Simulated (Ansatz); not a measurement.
**SnO: an axial (c/a) deformation path**

This session takes SnO and sets out to follow an axial (c/a) deformation at fixed volume.

Computed with Ansatz 0.2.0 (DFT PBEsol, scalar-relativistic, plane waves, PAW, unless a step's input says otherwise).

**1. The system as given**

Symmetry: Pmn2_1, No. 31, orthorhombic system. Conventional cell: a = 3.316 Å, b = 5.705 Å, c = 3.894 Å, α = 90.00°, β = 90.00°, γ = 90.00°. Sn (site symmetry m) is surrounded by 3 O at 2.13 to 2.14 Å. O (site symmetry m) has 3 Sn at 2.13 to 2.14 Å as nearest neighbours.

Coordinates:

```cif
data_structure
_symmetry_space_group_name_H-M 'P 1'
_symmetry_Int_Tables_number 1
_cell_length_a 3.3156
_cell_length_b 5.7050
_cell_length_c 3.8942
_cell_angle_alpha 90.000
_cell_angle_beta 90.000
_cell_angle_gamma 90.000
_cell_volume 73.66
loop_
_atom_site_label
_atom_site_type_symbol
_atom_site_fract_x
_atom_site_fract_y
_atom_site_fract_z
_atom_site_occupancy
Sn1 Sn 0.00000 0.23379 0.52617 1
Sn2 Sn 0.50000 0.76621 0.02617 1
O1 O 0.00000 0.88536 0.72383 1
O2 O 0.50000 0.11464 0.22383 1
```

It goes back to an entry of the Materials Project, which need not be the stable form.

It is the result of an earlier relaxation at this level (volume 18.42 Å³/atom; gap on the mesh: 1.24 eV).

**2. The undisturbed cell**

input.yaml

```yaml
crystal:
  lattice:
    - [3.3156061815, 0.0, 0.0]
    - [0.0, 5.7049851891, 0.0]
    - [0.0, 0.0, 3.8941648049]
  atoms:
    - { symbol: Sn, position: [0.0, 0.2337892808, 0.5261742991] }
    - { symbol: Sn, position: [0.5, 0.7662107192, 0.0261742991] }
    - { symbol: O, position: [0.0, 0.8853564082, 0.7238267009] }
    - { symbol: O, position: [0.5, 0.1146435918, 0.2238267009] }
basis:
  ecutwfc: 420
kpoints:
  mp_grid: { grid: [10, 6, 8] }
hamiltonian:
  xc: pbesol
scf:
  occupations: { method: gaussian, width: 0.05 }
output:
  forces: true
  stress: true
  eigenvalues: true
```

**3. The scan: an axial (c/a) deformation path**

At fixed volume and fractional coordinates, lengths along (0.000, 0.000, 1.000) are scaled against those across it; ρ is that ratio over its starting value.

**4. Point ρ = 0.850**

Edit input.yaml of step 2 so:

```diff
@@ -2,5 +2,5 @@
   lattice:
-    - [3.3156061815, 0.0, 0.0]
-    - [0.0, 5.7049851891, 0.0]
-    - [0.0, 0.0, 3.8941648049]
+    - [3.5001766673, 0.0, 0.0]
+    - [0.0, 6.0225656949, 0.0]
+    - [0.0, 0.0, 3.494300721]
   atoms:
```

**5. ρ = 1.200**

Edit input.yaml of step 4 so:

```diff
@@ -2,5 +2,5 @@
   lattice:
-    - [3.5001766673, 0.0, 0.0]
-    - [0.0, 6.0225656949, 0.0]
-    - [0.0, 0.0, 3.494300721]
+    - [3.1201048744, 0.0, 0.0]
+    - [0.0, 5.3685966072, 0.0]
+    - [0.0, 0.0, 4.3974592606]
   atoms:
```

**6. At ρ = 0.920**

Edit input.yaml of step 5 so:

```diff
@@ -2,5 +2,5 @@
   lattice:
-    - [3.1201048744, 0.0, 0.0]
-    - [0.0, 5.3685966072, 0.0]
-    - [0.0, 0.0, 4.3974592606]
+    - [3.4090523067, 0.0, 0.0]
+    - [0.0, 5.8657729097, 0.0]
+    - [0.0, 0.0, 3.6836035166]
   atoms:
```

**7. Point ρ = 1.100**

Edit input.yaml of step 6 so:

```diff
@@ -2,5 +2,5 @@
   lattice:
-    - [3.4090523067, 0.0, 0.0]
-    - [0.0, 5.8657729097, 0.0]
-    - [0.0, 0.0, 3.6836035166]
+    - [3.2119248757, 0.0, 0.0]
+    - [0.0, 5.5265863438, 0.0]
+    - [0.0, 0.0, 4.1496307264]
   atoms:
```

**8. At ρ = 0.960**

Edit input.yaml of step 7 so:

```diff
@@ -2,5 +2,5 @@
   lattice:
-    - [3.2119248757, 0.0, 0.0]
-    - [0.0, 5.5265863438, 0.0]
-    - [0.0, 0.0, 4.1496307264]
+    - [3.3610310889, 0.0, 0.0]
+    - [0.0, 5.7831453836, 0.0]
+    - [0.0, 0.0, 3.7896155116]
   atoms:
```

**9. ρ = 1.050**

Edit input.yaml of step 8 so:

```diff
@@ -2,5 +2,5 @@
   lattice:
-    - [3.3610310889, 0.0, 0.0]
-    - [0.0, 5.7831453836, 0.0]
-    - [0.0, 0.0, 3.7896155116]
+    - [3.2621193093, 0.0, 0.0]
+    - [0.0, 5.6129532056, 0.0]
+    - [0.0, 0.0, 4.0229119455]
   atoms:
```

**10. Point ρ = 0.800**

Edit input.yaml of step 9 so:

```diff
@@ -2,5 +2,5 @@
   lattice:
-    - [3.2621193093, 0.0, 0.0]
-    - [0.0, 5.6129532056, 0.0]
-    - [0.0, 0.0, 4.0229119455]
+    - [3.571628488, 0.0, 0.0]
+    - [0.0, 6.1455089988, 0.0]
+    - [0.0, 0.0, 3.3558894978]
   atoms:
```

**11. Point ρ = 1.300**

Edit input.yaml of step 10 so:

```diff
@@ -2,5 +2,5 @@
   lattice:
-    - [3.571628488, 0.0, 0.0]
-    - [0.0, 6.1455089988, 0.0]
-    - [0.0, 0.0, 3.3558894978]
+    - [3.0379584043, 0.0, 0.0]
+    - [0.0, 5.2272515953, 0.0]
+    - [0.0, 0.0, 4.6384893332]
   atoms:
```

(Steps that only read results are left out.)

Before running it: what results should come out? Wanted: highest point.

The runs gave:

```
     quantity                       value
highest point  79.8 meV/atom at ρ = 1.300
```

What this shows: No sampled point lies below the undisturbed cell. No further minimum shows among the sampled points. The gap on the mesh stays between 0.81 and 1.28 eV. Layers here are held mostly by dispersion, which this level lacks, so their spacing and the stiffness across them are unreliable there.
